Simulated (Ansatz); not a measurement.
An ordered 8-atom cell of AgInTe2 on the zincblende lattice (I-42d) at its r2SCAN geometry, run in the PAW code Ansatz at 2 levels of theory. The cell comes from a prototype generator: it can be a known phase or a hypothetical one. Spin polarisation is off.

The r2SCAN input:
```yaml
crystal:
  lattice:
    - [-3.257212947, 3.257212947, 6.4257052227]
    - [3.257212947, -3.257212947, 6.4257052227]
    - [3.257212947, 3.257212947, -6.4257052227]
  atoms:
    - { symbol: Ag, position: [0.0, 0.0, 0.0] }
    - { symbol: Te, position: [0.375, 0.3719465326, 0.4969465326] }
    - { symbol: Ag, position: [0.75, 0.25, 0.5] }
    - { symbol: Te, position: [0.1219465326, 0.625, -0.0030534674] }
    - { symbol: In, position: [0.5, 0.5, 0.0] }
    - { symbol: Te, position: [0.875, 0.8780534674, 0.5030534674] }
    - { symbol: In, position: [0.25, 0.75, 0.5] }
    - { symbol: Te, position: [0.6280534674, 0.125, 0.0030534674] }
kpoints:
  mp_grid: { grid: [6, 6, 6] }
  band_path:
    path:
      - [0.0, 0.0, 0.0]
      - [0.0, 0.0, 0.5]
      - [0.25, 0.25, 0.25]
      - [0.0, 0.5, 0.0]
      - [0.5, 0.5, -0.5]
      - [0.3142378085, 0.6857621915, -0.3142378085]
      - [-0.3142378085, 0.3142378085, 0.3142378085]
      - [-0.128475617, 0.128475617, 0.5]
      - [0.5, 0.5, -0.128475617]
    npoints: 1
hamiltonian:
  xc: r2scan
scf:
  occupations: { method: fermi_dirac, width: 0.02 }
  n_extra_bands: 6
output:
  forces: true
  stress: true
  eigenvalues: true
  write_density: true
  write_potential: true
  elf: true
  volumetric_format: npy
```

Main results, then, where recorded, the levels near the gap in eV from the Fermi energy (columns number the bands from 0), one row a point of the path (Γ, X, P, N, M, S, S₀, R, G):
```
Crystal: 8 atoms, lattice volume = 272.692 Å³
Symmetry: 8 space group operations
Space group: I-42d (ITA 122)
```
```
Basis set: ecut = 500 eV, 6955 PW (Γ)
k-points: 30 of 216 (time reversal used)
SCF 1 converged in 7 iterations: F = -54413.817173 eV  dr2 = 8.41e-8
Free energy (F): -54413.817173 eV
Fermi energy:    7.366303 eV
--- Forces (eV/Å), atoms counted from 1 ---
  atom   1  Ag      0.00000      0.00000      0.00000
  atom   2  Te    -0.00208      0.00000      0.00000
  atom   3  Ag      0.00000      0.00000      0.00000
  atom   4  Te      0.00000    -0.00208      0.00000
  atom   5  In      0.00000      0.00000      0.00000
  atom   6  Te      0.00208      0.00000      0.00000
  atom   7  In      0.00000      0.00000      0.00000
  atom   8  Te      0.00000      0.00208      0.00000
--- Stress (GPa, compression-positive) ---
        0.025361       0.000000       0.000000
        0.000000       0.025361       0.000000
        0.000000       0.000000      -0.008115
  P = ⅓ Tr σ = 0.0142 GPa (0.142 kbar)
```
```tsv
band_60	band_61	band_62	band_63	band_64	band_65	band_66
-2.184	-0.364	-0.364	-0.277	0.276	1.938	2.108
-1.178	-1.178	-0.798	-0.798	1.013	1.013	3.010
-1.151	-1.151	-1.024	-1.024	1.328	1.328	2.809
-1.901	-1.516	-1.480	-0.860	1.779	2.150	3.015
-1.565	-1.565	-1.233	-1.233	1.549	1.549	2.110
-1.967	-1.647	-1.075	-0.866	1.652	1.965	2.489
-1.967	-1.647	-1.075	-0.866	1.652	1.965	2.489
-1.215	-1.215	-0.992	-0.992	1.237	1.237	3.402
-1.215	-1.215	-0.992	-0.992	1.237	1.237	3.402
```

With r2SCAN the gap is 0.55 eV and direct, at Γ.

**Question.** Another run on the same cell gave
```
Basis set: ecut = 420 eV, 5349 PW (Γ)
k-points: 13 of 64 (time reversal used)
SCF 1 stopped early in 6 iterations: F = -54298.909581 eV  dr2 = 2.45e-7
SCF 2 stopped early in 7 iterations: F = -54325.650317 eV  dr2 = 2.11e-5
hybrid outer 1: dexx = +6.679e-2 eV, tail = 3.51e-4 eV
SCF 3 converged in 8 iterations: F = -54325.650881 eV  dr2 = 3.16e-10
hybrid outer 2: dexx = +1.182e-5 eV, tail = 1.21e-7 eV, Δε = 2.74e-3 eV, ΔF = 1.05e-2 eV/Å
SCF 4 converged in 3 iterations: F = -54325.650882 eV  dr2 = 7.86e-11
hybrid outer 3: dexx = +3.042e-9 eV, tail = 2.45e-10 eV, Δε = 2.06e-4 eV, ΔF = 6.07e-5 eV/Å
Free energy (F): -54325.650882 eV
Fermi energy:    6.488872 eV
--- Forces (eV/Å), atoms counted from 1 ---
  atom   1  Ag      0.00000      0.00000      0.00000
  atom   2  Te      0.14084      0.00000      0.00000
  atom   3  Ag      0.00000      0.00000      0.00000
  atom   4  Te      0.00000      0.14084      0.00000
  atom   5  In      0.00000      0.00000      0.00000
  atom   6  Te    -0.14084      0.00000      0.00000
  atom   7  In      0.00000      0.00000      0.00000
  atom   8  Te      0.00000    -0.14084      0.00000
--- Stress (GPa, compression-positive) ---
       -0.044271       0.000000       0.000000
        0.000000      -0.044271       0.000000
        0.000000       0.000000      -0.074971
  P = ⅓ Tr σ = -0.0545 GPa (-0.545 kbar)
```
```tsv
band_60	band_61	band_62	band_63	band_64	band_65	band_66
-2.073	-0.076	-0.076	0.000	1.531	3.379	3.443
-0.974	-0.974	-0.602	-0.602	2.357	2.357	4.438
-0.954	-0.954	-0.828	-0.828	2.684	2.684	4.208
-1.795	-1.388	-1.265	-0.675	3.203	3.614	4.388
-1.388	-1.388	-1.075	-1.075	2.955	2.955	3.443
-1.826	-1.533	-0.869	-0.675	3.059	3.422	3.842
-1.826	-1.533	-0.869	-0.675	3.059	3.422	3.842
-1.016	-1.016	-0.804	-0.804	2.592	2.592	4.866
-1.016	-1.016	-0.804	-0.804	2.592	2.592	4.866
```
Which level of theory and mesh gave it?

**Answer.** It is PBE0, judged by the exchange loop and the size of the gap (a near hybrid could fit too), on 4×4×4; the blocks that differ from the first input, but for the band path:
```yaml
kpoints:
  mp_grid: { grid: [4, 4, 4] }
hamiltonian:
  xc: pbe0
scf:
  occupations: { method: fixed }
  n_extra_bands: 6
```
The PBE0 gap is direct at Γ: 1.53 eV. The mean stress, -0.1 GPa, is small, and the program warns that its thresholds are loose for a hybrid's stress.

The hybrids run on coarser meshes, which limits their stresses and small splittings of levels.

Totals of different functionals can't be compared.

No spin-orbit coupling is included; it can move band edges with weight on the heavy atoms by tenths of an eV.
